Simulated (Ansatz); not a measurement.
# How many bands does the GW gap of MgI2/MgI2 (1T bilayer) need?

Aim: see how the G0W0 gap of MgI2/MgI2 (1T bilayer) on PBE moves with empty bands and screening cutoff, and what each rung costs.

Calculated with Ansatz 0.2.0; G0W0 on PBE, plane waves, PAW.

## (1) The starting structure

The cell holds 6 atoms: 2 Mg and 4 I. Its edges and angles: a = 4.129 Å, b = 4.129 Å, c = 43.600 Å, α = 90.0°, β = 90.0°, γ = 120.0°. It derives from I2Mg1. Regions: layer 1 (MgI2), 3 atoms (1 Mg and 2 I); layer 2 (MgI2), 3 atoms (1 Mg and 2 I). Vacuum lies along c.

The structure was relaxed with PBE-D3(BJ). The runs that relaxed it are not among those shown. Spin-orbit coupling is left out unless a step names it. The default PAW set here is soft_2. Its files were made with PBE. The Coulomb interaction is cut off across the vacuum.

## (2) 383 empty bands, screening to 41 eV

G0W0 replaces the xc potential by the self-energy, built once from these orbitals. Only a window of levels is corrected, while the sums run over the empty bands that the input names.

Contents of input.yaml:

```yaml
crystal:
  lattice:
    - [4.1287612914, 0.0, 0.0]
    - [-2.0643806457, 3.5756121646, 0.0]
    - [0.0, 0.0, 43.6]
  atoms:
    - { symbol: Mg, position: [0.0, 0.0, 0.4214988166] }
    - { symbol: I, position: [0.3333333333, 0.6666666667, 0.4599594424] }
    - { symbol: I, position: [0.6666666667, 0.3333333333, 0.382969113] }
    - { symbol: Mg, position: [0.6666666667, 0.3333333333, 0.5784963122] }
    - { symbol: I, position: [0.3333333333, 0.6666666667, 0.617030887] }
    - { symbol: I, position: [0.0, 0.0, 0.5400439297] }
  periodic: [true, true, false]
kpoints:
  mp_grid: { grid: [3, 3, 1] }
hamiltonian:
  xc: pbe
scf:
  occupations: { method: fixed }
gw:
  n_empty_bands: 383
  ecut_chi: 41
  qp_bands: [v2, c2]
  qp_kpoints: band_edges
  screening: { model: contour_deformation }
```

Command:

```
ansatz run input.yaml --threads 4 --pin off --max-ram 17510MiB --backend cpu --events-out ev --progress --plain --runs-dir out
```

Numbers of over 12 decimals in the logs are rounded to 6 here.

Output:

```text
Engine: ansatz 0.2.0, aarch64-unknown-linux-gnu
Pseudopotentials: kind: paw
Pseudopotential: Mg, paw, valence charge 10, recommended cutoff 420 eV (normal), Mg.paw.azcp
Pseudopotential: I, paw, valence charge 17, recommended cutoff 420 eV (normal), I.paw.azcp
Functional definition: PBE
  parameter kappa = 0.804
  parameter beta = 0.066725
  exchange = pbe_x(kappa = kappa, mu = beta*pi^2/3)
  correlation = pbe_c(beta = beta)
Crystal: 6 atoms, lattice volume = 643.660 Å³
Basis set: ecut = 420 eV, 12409 PW (Γ)
Bands: 53, of which v1, the nominal top of the filled ones, is band 44 counted from 1 (43 counted from 0)
Symmetry: 6 space group operations
Space group: P3m1 (ITA 156), of the structure as read, at distance tolerance 8.6e-5 Å
k-points: 3 of 9 (time reversal used)
Non-local potential: Mg, projectors of the file, l = 0: 3, l = 1: 2, l = 2: 1
Non-local potential: I, projectors of the file, l = 0: 2, l = 1: 2, l = 2: 2, l = 3: 2
PAW form: soft (Blöchl's): semilocal exchange-correlation on the pseudo side does not see the compensation charge
PAW one-centre angular grid: Mg, 110 points (default); XC on 64 Gauss nodes
PAW one-centre angular grid: I, 590 points (default); XC on 64 Gauss nodes
Initial density: superposition of atomic densities (neutral atoms: chi_scale 0, normalization atom), corrected by the library's trained network
Initial wavefunctions: pseudopotential atomic-orbital guess
Functional: x = pbe(κ = 0.804, μ = 0.219515), c = pbe(β = 0.066725)
SCF iter   1: F=—  HF=-33905.285525 eV  |F-HF|=—  |Δ(HF+E_count)|=         —  Δρ=5.60e-4  dr2=5.11e-3  ethr=1.77e-3  ⟨swp⟩=8.7  Hψ=679  notcnv=0  defer=20
preconditioner: auto → Resta (q_TF=auto, 1.958 Å⁻¹)  ε∞=1.6  [insulator: Δε(μ)=3.945 eV  Ē_g=10.433 eV  n_scr=92 (ndim 8)  ℏωp=8.3 eV  f_vac=0.681  ε∞_Penn≈1.6  vacuum switching on, ρ_ref=7.9e-3 e/Å³]
SCF iter   2: F=—  HF=-33905.281939 eV  |F-HF|=—  |Δ(HF+E_count)|=   3.59e-3  Δρ=3.12e-4  dr2=1.46e-3  ethr=5.81e-6  ⟨swp⟩=5.3  Hψ=426  notcnv=0  defer=21
SCF iter   3: F=—  HF=-33905.282106 eV  |F-HF|=—  |Δ(HF+E_count)|=   1.67e-4  Δρ=1.59e-4  dr2=3.96e-4  ethr=1.66e-6  ⟨swp⟩=3.7  Hψ=222  notcnv=0  defer=21
SCF iter   4: F=—  HF=-33905.282253 eV  |F-HF|=—  |Δ(HF+E_count)|=   1.48e-4  Δρ=5.40e-5  dr2=3.38e-5  ethr=4.50e-7  ⟨swp⟩=3.0  Hψ=205  notcnv=0  defer=21
SCF iter   5: F=—  HF=-33905.282274 eV  |F-HF|=—  |Δ(HF+E_count)|=   2.05e-5  Δρ=2.30e-5  dr2=6.22e-6  ethr=3.85e-8  ⟨swp⟩=3.7  Hψ=321  notcnv=0  defer=21
SCF iter   6: F=—  HF=-33905.282276 eV  |F-HF|=—  |Δ(HF+E_count)|=   1.89e-6  Δρ=8.54e-6  dr2=6.57e-7  ethr=7.07e-9  ⟨swp⟩=3.0  Hψ=264  notcnv=0  defer=21
SCF iter   7: F=—  HF=-33905.282277 eV  |F-HF|=—  |Δ(HF+E_count)|=   1.61e-6  Δρ=2.74e-6  dr2=1.86e-7  ethr=7.46e-10  ⟨swp⟩=3.3  Hψ=289  notcnv=0  defer=21
SCF iter   8: F=-33905.282277 eV  HF=-33905.282277 eV  |F-HF|=1.88e-8  |Δ(HF+E_count)|=   1.36e-7  Δρ=1.12e-6  dr2=2.17e-8  ethr=1.14e-10  ⟨swp⟩=46.0  Hψ=1271  notcnv=0
SCF 1 converged in 8 iterations: F = -33905.282277 eV  dr2 = 2.17e-8
  greatest PAW one-centre occupation: 1.000 electrons in one spin orbital (limit 2), on the Mg atom at site 3 (counted from 0), in its partial waves of l = 0
NSCF: frozen V_eff on 3 k-points
G₀W₀ screening: q 1/3
[... further progress lines ...]
NSCF: frozen V_eff on 1 k-points
SCF converged after 8 iterations
Free energy (F): -33905.282277 eV
Harris-Foulkes:  -33905.282277 eV  (|F-HF|=1.88e-8)
Internal energy: -33905.282277 eV  (E = F + TS)
E sigma→0 (E₀):  -33905.282277 eV
Fermi energy:    -6.294139 eV
--- Per-component energies (eV) ---
  E_band       = -3229.322042
  E_kinetic    = 909.307974
  E_local      = -323199.218047  (includes V_loc(G=0)·N_el)
  E_nonlocal   = -170.677137
  E_hartree    = 160774.996148
  E_xc         = -570.783308
  E_vxc        = -589.979950  (∫ρ·V_xc dr)
  E_paw        = -19853.301642  (= ΣΔE_a)
  E_vpaw       = -1728.733065  (= ΣTr[D̂ρ^β])
  E_aug_tail   = -0.000062  (compensation charges beyond the density's cutoff)
  E_ewald      = 148204.393796
  E_smearing   = -0.000000  (= −TS)
  E_closure    = -0.000000  (closes the sum)
  Σ components = -33905.282277   (vs F -33905.282277, Δ=0.00e0)
--- Band table (eV) ---
  k-point 0: bands = [... 40 lower, -6.3485, -6.3485, -6.2941, -6.2941, -2.3510, -1.8630 (-1.8630°), -1.4074 (-1.4074°), -1.3439 (-1.3439°), ... 5 higher]
  k-point 1: bands = [... 40 lower, -7.0503, -6.7687, -6.7285, -6.6125, -2.3105, -2.1901, -0.9641, -0.7439, ... 5 higher]
  k-point 2: bands = [... 40 lower, -7.3208, -7.1423, -7.1327, -6.9625, -1.9586, -1.9034, -0.2475, 0.0284, ... 5 higher]
  ° read free of the cell's end (the report's vacuum.weakly_bound_levels)
--- G₀W₀: contour deformation, 6 samples at zero and on the imaginary axis and 1 off it, 9 q-points, 383 empty bands' worth ---
  eigenvalues of the whole cell's RPA ε∞ on this k-mesh (on a slab, of 1 + 4πα/V) = 1.2291, 2.3347, 2.3347; static W/v taken at q = 0 is 0.513537
  bands read: the sum over 427 bands ends inside a degenerate multiplet in 1 slot, whose members it reads at an even weight; the widest, k=0: bands 427 to 428 (counted from 1) at 1/2 each
  gw.qp_kpoints: band_edges: 3 of 3 stored k-points solved, in 1 pass; an edge of the gap read off the rows below is read off those points alone
    ik  band        ε_KS         Σx   Σc(E_QP)       V_xc       Z   E_QP_lin       E_QP  E_QP is
     0    43     -6.2941   -17.9449     2.1103   -15.0787  0.7924    -7.0586    -7.0500  root
     0    44     -6.2941   -17.9449     2.1103   -15.0787  0.7924    -7.0586    -7.0500  root
     0    45     -2.3510    -6.7904    -3.2584   -10.8561  0.8181    -1.5352    -1.5438  root
     0    46     -1.8630    -6.7385    -3.2854   -10.9556  0.8142    -0.9186    -0.9314  root
     1    43     -6.7285   -17.5249     2.1628   -14.5343  0.7883    -7.5674    -7.5562  root
     1    44     -6.6125   -17.6280     2.1384   -14.7039  0.7902    -7.4080    -7.3983  root
     1    45     -2.3105    -6.4259    -3.2878   -10.5927  0.8075    -1.4209    -1.4316  root
     1    46     -2.1901    -6.3069    -3.3204   -10.5162  0.8068    -1.2900    -1.3012  root
     2    43     -7.1327   -16.9568     2.1541   -13.9760  0.7874    -7.9706    -7.9595  root
     2    44     -6.9625   -17.1378     2.1102   -14.2231  0.7890    -7.7773    -7.7669  root
     2    45     -1.9586    -6.7923    -3.2040   -10.8966  0.8072    -1.0469    -1.0582  root
     2    46     -1.9034    -7.0072    -3.2213   -11.1626  0.8060    -0.9569    -0.9693  root
```

Run time: 2.1 min. Hardware: 4 threads of Arm Neoverse V1, shared host; peak memory 4.2 GiB.

This step gave:

```
bands summed                                 : 427
plane waves in the screening matrix          : 381
q-points in the mesh                         : 9
G0W0 gap on the mesh                         : 5.506 eV
k of the valence top                         : 0, 0, 0
k of the conduction bottom                   : 0, 0, 0
starting gap on the mesh                     : 3.943 eV
Z at the valence top                         : 0.7924
Z at the conduction bottom                   : 0.8181
least direct G0W0 gap on the computed points : 5.506 eV
```

The gap on the mesh goes from 3.94 eV to 5.51 eV, a correction of +1.56 eV. Between the two edge states, bare exchange in place of the xc potential would open the gap by 6.93 eV, and correlation takes back 5.37 eV.

## (3) 949 empty bands, screening to 75 eV

Another rung: the empty bands reach about as high as the screening cutoff, so the two stay in balance.

Changes to input.yaml since step 2:

```diff
@@ -19,5 +19,6 @@
   occupations: { method: fixed }
+  convergence: { dr2_threshold: 1.0e-10 }
 gw:
-  n_empty_bands: 383
-  ecut_chi: 41
+  n_empty_bands: 949
+  ecut_chi: 75.0
   qp_bands: [v2, c2]
```

Output:

```text
[...]
Crystal: 6 atoms, lattice volume = 643.660 Å³
Basis set: ecut = 420 eV, 12409 PW (Γ)
Bands: 53, of which v1, the nominal top of the filled ones, is band 44 counted from 1 (43 counted from 0)
[... 1 set-up line as in the run before ...]
[...]
k-points: 3 of 9 (time reversal used)
[...]
SCF iter   1: F=—  HF=-33905.285525 eV  |F-HF|=—  |Δ(HF+E_count)|=         —  Δρ=5.60e-4  dr2=5.11e-3  ethr=1.77e-3  ⟨swp⟩=8.7  Hψ=679  notcnv=0  defer=20
[...]
SCF iter  11: F=-33905.282277 eV  HF=-33905.282277 eV  |F-HF|=3.64e-10  |Δ(HF+E_count)|=  6.69e-10  Δρ=2.50e-8  dr2=5.05e-12  ethr=1.00e-12  ⟨swp⟩=45.7  Hψ=1255  notcnv=0
SCF 1 converged in 11 iterations: F = -33905.282277 eV  dr2 = 5.05e-12
[...]
NSCF: frozen V_eff on 3 k-points
G₀W₀ screening: q 1/3
[... further progress lines ...]
[...]
SCF converged after 11 iterations
Free energy (F): -33905.282277 eV
[...]
Internal energy: -33905.282277 eV  (E = F + TS)
E sigma→0 (E₀):  -33905.282277 eV
Fermi energy:    -6.294253 eV
[...]
--- Band table (eV) ---
  k-point 0: bands = [... 40 lower, -6.3486, -6.3486, -6.2943, -6.2943, -2.3511, -1.8631 (-1.8631°), -1.4074 (-1.4074°), -1.3439 (-1.3439°), ... 5 higher]
  k-point 1: bands = [... 40 lower, -7.0504, -6.7688, -6.7286, -6.6126, -2.3106, -2.1901, -0.9642, -0.7440, ... 5 higher]
  k-point 2: bands = [... 40 lower, -7.3210, -7.1424, -7.1329, -6.9626, -1.9587, -1.9035, -0.2476, 0.0283, ... 5 higher]
  ° read free of the cell's end (the report's vacuum.weakly_bound_levels)
[...]
0    43     -6.2943   -17.9449     1.7681   -15.0787  0.7866    -7.4111    -7.3923  root
     0    44     -6.2943   -17.9449     1.7681   -15.0787  0.7866    -7.4111    -7.3923  root
     0    45     -2.3511    -6.7902    -3.4087   -10.8558  0.8177    -1.6888    -1.6943  root
     0    46     -1.8631    -6.7380    -3.4530   -10.9549  0.8136    -1.0910    -1.0993  root
     1    43     -6.7286   -17.5249     1.8436   -14.5343  0.7828    -7.8978    -7.8755  root
     1    44     -6.6126   -17.6281     1.8106   -14.7039  0.7846    -7.7463    -7.7262  root
     1    45     -2.3106    -6.4259    -3.4771   -10.5927  0.8061    -1.6146    -1.6209  root
     1    46     -2.1901    -6.3068    -3.5081   -10.5162  0.8055    -1.4822    -1.4889  root
     2    43     -7.1329   -16.9568     1.8604   -13.9760  0.7822    -8.2743    -8.2532  root
     2    44     -6.9626   -17.1378     1.8057   -14.2231  0.7836    -8.0920    -8.0715  root
     2    45     -1.9587    -6.7923    -3.4126   -10.8967  0.8053    -1.2605    -1.2669  root
     2    46     -1.9035    -7.0071    -3.4365   -11.1626  0.8041    -1.1775    -1.1845  root
```

Wall time 12 min (4 threads); peak memory 13 GiB.

Numbers from this step:

- bands summed: 993
- plane waves in the screening matrix: 895
- q-points in the mesh: 9
- G0W0 gap on the mesh: 5.698 eV
- k of the valence top: 0, 0, 0
- k of the conduction bottom: 0, 0, 0
- starting gap on the mesh: 3.943 eV
- Z at the valence top: 0.7866
- Z at the conduction bottom: 0.8177
- least direct G0W0 gap on the computed points: 5.698 eV

Against the run with 3×3×1 mesh, 383 empty bands, screening to 41 eV, the gap moves by +0.19 eV.

## (4) Side by side

Times are wall times on 4 threads of Arm Neoverse V1, shared host, good to a factor of about two.

```csv
mesh,files,frequency,bands summed,cutoff (eV),start (eV),G0W0 (eV),time,host memory (GiB)
3×3×1,default PAW,contour deformation,427,41,3.943,5.506,2.1 min,4.2
3×3×1,default PAW,contour deformation,993,75,3.943,5.698,12 min,13
```

How the two edges are built up, in eV (the quasiparticle level is the starting level plus Σx plus Σc less Vxc):

```csv
run,edge,start,Σx,Σc,Vxc,Z,QP
427 bands,valence top,-6.29,-17.94,2.11,-15.08,0.79,-7.05
427 bands,conduction bottom,-2.35,-6.79,-3.26,-10.86,0.82,-1.54
993 bands,valence top,-6.29,-17.94,1.77,-15.08,0.79,-7.39
993 bands,conduction bottom,-2.35,-6.79,-3.41,-10.86,0.82,-1.69
```

## (5) Results

| Property | Result |
| --- | --- |
| 427 bands, 41 eV | 5.506 eV |
| 993 bands, 75 eV | 5.698 eV |
| estimated limit in bands and cutoff | 5.84 eV |
| mesh and start | 3×3×1, PBE |

A line in one over the bands through the two rungs gives 5.84 eV, +0.14 eV from the top rung; with two points alone it is an unchecked estimate. The rungs stand 0.34 eV (427 bands) and 0.14 eV (993 bands) from it. From 427 to 993 bands the gap moves by +0.19 eV while the time grows 5.6-fold. Σc changes by −0.34 eV at the valence top and −0.15 eV at the conduction bottom, so the valence edge carries most of the change. The 3×3×1 mesh misses a band edge: over a band path and its finer mesh (run apart) the PBE gap is 3.54 eV, so the G0W0 gap over the zone may lie about 0.40 eV below its value on the mesh. The mesh in the plane is coarse for a sheet; gap and any exciton binding can still move on denser ones. The many-body steps are scalar-relativistic: spin-orbit coupling is not in them.

[Paths, hosts, dates, memory and timing lines, banners, echoed tables and standing remarks are left out of the program output.]

[Logs are printed without paths, hosts, clocks, repeated set-up lines and the standing remarks that a program may print on its own settings, such as how far it seeks lower states.]

[Runs of the session that timed out or met a known fault of the program may be left out.]

[Cells called generated may have been cut or substituted from an entry of the Crystallography Open Database or the Materials Project.]

[Hosts, paths, dates, database ids (printed as entryN), source tags and the programs' standing remarks are cut or masked in the printed files.]
